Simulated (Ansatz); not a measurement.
A plane-wave DFT run in Ansatz 0.2.0 (scalar-relativistic PAW potentials unless the input names others): input and command.

```yaml
crystal:
  lattice:
    - [3.6200934366, -3.6700151251, 0.0]
    - [3.6200934366, 3.6700151251, 0.0]
    - [0.0, 0.0, 2.8391170388]
  atoms:
    - { symbol: Al, position: [0.8236093962, 0.1763906038, 0.0] }
    - { symbol: Al, position: [0.1763906038, 0.8236093962, 0.0] }
    - { symbol: O, position: [0.4296403486, 0.8762319627, 0.5] }
    - { symbol: O, position: [0.5703596514, 0.1237680373, 0.5] }
    - { symbol: O, position: [0.1237680373, 0.5703596514, 0.5] }
    - { symbol: O, position: [0.8762319627, 0.4296403486, 0.5] }
basis:
  ecutwfc: 420
kpoints:
  mp_grid: { grid: [8, 8, 12] }
hamiltonian:
  xc: pbe
scf:
  occupations: { method: gaussian, width: 0.02 }
  convergence: { dr2_threshold: 1.0e-16 }
  max_iter: 80
output:
  forces: true
  eigenvalues: true
  stress: true
```

```bash
ansatz run input.yaml --threads 1 --pin off --max-ram 2560MiB --backend cpu --events-out ev --progress --plain --runs-dir out
```

Abridged log:
```
Basis set: ecut = 420 eV, 1477 PW (Γ), exchange–correlation on 72×72×40 points (8 copies of the dense FFT grid, shifted against one another)
Bands: 21, of which v1, the nominal top of the filled ones, is band 15 counted from 1 (14 counted from 0)
Symmetry: 8 space group operations
k-points: 147 of 768
SCF iter   1: F=—  HF=-3341.593984 eV  |F-HF|=—  |Δ(HF+E_count)|=         —  Δρ=8.91e-3  dr2=7.23e-2  ethr=1.77e-3  ⟨swp⟩=6.1  Hψ=16873  notcnv=0
SCF iter   2: F=—  HF=-3341.576093 eV  |F-HF|=—  |Δ(HF+E_count)|=   1.79e-2  Δρ=4.98e-3  dr2=9.73e-3  ethr=2.41e-4  ⟨swp⟩=3.3  Hψ=6996  notcnv=0  defer=243
SCF iter   3: F=—  HF=-3341.575299 eV  |F-HF|=—  |Δ(HF+E_count)|=   7.94e-4  Δρ=1.75e-3  dr2=1.19e-3  ethr=3.24e-5  ⟨swp⟩=2.1  Hψ=5197  notcnv=0  defer=96
automatic band count: iteration 3 solves 20 bands in place of 21: the levels show a gap, and the empty bands left out lie too high to hold charge; the band table lists the bands solved (type scf.n_extra_bands for more)
SCF iter   4: F=—  HF=-3341.575905 eV  |F-HF|=—  |Δ(HF+E_count)|=   6.06e-4  Δρ=6.97e-4  dr2=1.71e-4  ethr=3.97e-6  ⟨swp⟩=2.6  Hψ=4931  notcnv=0  defer=96
SCF iter   5: F=—  HF=-3341.576078 eV  |F-HF|=—  |Δ(HF+E_count)|=   1.73e-4  Δρ=1.24e-4  dr2=5.82e-6  ethr=5.70e-7  ⟨swp⟩=2.0  Hψ=4578  notcnv=0  defer=96
SCF iter   6: F=—  HF=-3341.576148 eV  |F-HF|=—  |Δ(HF+E_count)|=   6.93e-5  Δρ=1.41e-5  dr2=8.46e-8  ethr=1.94e-8  ⟨swp⟩=2.0  Hψ=4828  notcnv=0  defer=96
SCF iter   7: F=—  HF=-3341.576148 eV  |F-HF|=—  |Δ(HF+E_count)|=   4.25e-7  Δρ=1.68e-6  dr2=1.48e-9  ethr=2.82e-10  ⟨swp⟩=2.0  Hψ=4765  notcnv=0  defer=96
SCF iter   8: F=—  HF=-3341.576148 eV  |F-HF|=—  |Δ(HF+E_count)|=   3.79e-9  Δρ=3.27e-7  dr2=4.45e-11  ethr=4.94e-12  ⟨swp⟩=2.0  Hψ=4727  notcnv=0  defer=96
SCF iter   9: F=—  HF=-3341.576148 eV  |F-HF|=—  |Δ(HF+E_count)|=  1.23e-10  Δρ=4.15e-8  dr2=6.95e-13  ethr=1.48e-13 (applied; sched 1.00e-12)  ⟨swp⟩=2.0  Hψ=4626  notcnv=0  defer=96
SCF iter  10: F=—  HF=-3341.576148 eV  |F-HF|=—  |Δ(HF+E_count)|=  1.82e-12  Δρ=4.44e-9  dr2=7.14e-15  ethr=2.32e-15 (applied; sched 1.00e-12)  ⟨swp⟩=2.0  Hψ=4950  notcnv=0  defer=96
SCF iter  11: F=—  HF=-3341.576148 eV  |F-HF|=—  |Δ(HF+E_count)|=  9.09e-13  Δρ=7.94e-10  dr2=2.72e-16  ethr=2.38e-17 (applied; sched 1.00e-12)  ⟨swp⟩=2.1  Hψ=4726  notcnv=0  defer=96
SCF iter  12: F=—  HF=-3341.576148 eV  |F-HF|=—  |Δ(HF+E_count)|=  9.09e-13  Δρ=4.38e-10  dr2=1.24e-16  ethr=1.00e-12  ⟨swp⟩=6.4  Hψ=7710  notcnv=0
SCF iter  13: F=-3341.576148 eV  HF=-3341.576148 eV  |F-HF|=0.00e0  |Δ(HF+E_count)|=    0.00e0  Δρ=8.18e-11  dr2=3.89e-18  ethr=1.00e-12  ⟨swp⟩=2.0  Hψ=5423  notcnv=0
SCF 1 converged in 13 iterations: F = -3341.576148 eV  dr2 = 3.89e-18
SCF converged after 13 iterations
Free energy (F): -3341.576148 eV
Harris-Foulkes:  -3341.576148 eV  (|F-HF|=0.00e0)
Internal energy: -3341.576148 eV  (E = F + TS)
E sigma→0 (E₀):  -3341.576148 eV
Fermi energy:    5.533329 eV
--- Forces (eV/Å), atoms counted from 1 ---
  atom   1  Al     0.00000000    -0.00179748     0.00000000
  atom   2  Al     0.00000000     0.00179748     0.00000000
  atom   3  O     -0.00131594    -0.00121581     0.00000000
  atom   4  O      0.00131594     0.00121581     0.00000000
  atom   5  O      0.00131594    -0.00121581     0.00000000
  atom   6  O     -0.00131594     0.00121581     0.00000000
--- Stress (GPa, compression-positive) ---
       -0.009202       0.000000       0.000000
        0.000000      -0.002644       0.000000
        0.000000       0.000000      -0.006395
  P = ⅓ Tr σ = -0.0061 GPa (-0.061 kbar)
```

One setting here is needlessly strict: a threshold far tighter than needed (scf.convergence.dr2_threshold: not typed → 1e-16). It leaves the result as it was and can only cost iterations: the run converged in 13 SCF iterations with an energy at zero smearing within 0.01 meV/atom of the reference's, pressure -0.01 GPa, largest force 0.002 eV/Å, gap on the mesh 0.58 eV. A reference run on usual settings, whose relaxation ended at this geometry, converged, and the end of its own relaxation has pressure -0.01 GPa, largest force 0.002 eV/Å, gap on the mesh 0.58 eV.

It took 7.9 s on 1 thread of Intel(R) Xeon(R) 6975P-C (Granite Rapids), on a shared host, peak memory 0.48 GiB.